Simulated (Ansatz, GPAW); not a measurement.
This is a calculation of TiC for Ansatz 0.2.0. The cell is a database's computed one, not the measured one.

File input.yaml:

```yaml
crystal:
  lattice:
    - [0.0, 2.1657188437, 2.1657188437]
    - [2.1657188437, 0.0, 2.1657188437]
    - [2.1657188437, 2.1657188437, 0.0]
  atoms:
    - { symbol: Ti, position: [0.0, 0.0, 0.0] }
    - { symbol: C, position: [0.5, 0.5, 0.5] }
kpoints:
  mp_grid: { grid: [11, 11, 11] }
scf:
  occupations: { method: gaussian, width: 0.021 }
hamiltonian:
  xc: pbe
  pseudopotentials: { kind: all_electron, lapw: { basis_error: 0.001 } }
output:
  forces: true
  stress: true
  eigenvalues: true
```

Potentials or basis: all-electron LAPW, scalar-relativistic.

Launch:

```bash
$ ansatz run input.yaml --threads 1 --pin off --max-ram 3072MiB --backend cpu --events-out ev --progress --plain --runs-dir out
```

Set up the same calculation for GPAW 26.7.0 (ASE script). Potentials or basis there: GPAW PAW data sets (gpaw-data 1.2.1), cutoff 800 eV.

As run (cutoffs and basis follow the program's own potentials, and thresholds, step limits or extra output files can differ):

File run.py:

```python
from ase.dft.bandgap import bandgap
from ase.io import read, write
from ase.units import GPa
from gpaw import GPAW, PW

atoms = read('POSCAR')

calc = GPAW(mode=PW(800),
            xc='PBE',
            kpts={'size': (11, 11, 11), 'gamma': True},
            occupations={'name': 'methfessel-paxton', 'order': 0, 'width': 0.020999999999999998},
            nbands=18,
            convergence={'density': 1e-05, 'energy': 1e-05},
            maxiter=150,
            txt='gpaw.txt')
atoms.calc = calc
energy = atoms.get_potential_energy()
forces = atoms.get_forces()
stress = atoms.get_stress()
calc.write('gs.gpw')
write('result.traj', atoms)
print(f'Energy: {energy:.6f} eV')
print('Forces (eV/A):')
print(forces.round(4))
print('Stress (GPa):', (stress / GPa).round(3))
print('Fermi level:', round(calc.get_fermi_level(), 4), 'eV')
print(f'Gap: {bandgap(calc)[0]:.4f} eV, direct: {bandgap(calc, direct=True)[0]:.4f} eV')
```

POSCAR

```
TiC
1.0
    0.0000000000      2.1657188437      2.1657188437
    2.1657188437      0.0000000000      2.1657188437
    2.1657188437      2.1657188437      0.0000000000
Ti C
1 1
Direct
    0.0000000000      0.0000000000      0.0000000000
    0.5000000000      0.5000000000      0.5000000000
```

Potentials or basis: GPAW PAW data sets (gpaw-data 1.2.1), pw.

The run is started by

```bash
$ OMP_NUM_THREADS=1 python run.py
```

Both were run:

|  | Ansatz | GPAW |
| --- | --- | --- |
| Pressure | 0.2 GPa | 0.9 GPa |

Where Ansatz's input types no cutoff or centring, it takes its own default and a Γ-centred mesh.

Pressure is positive in compression.
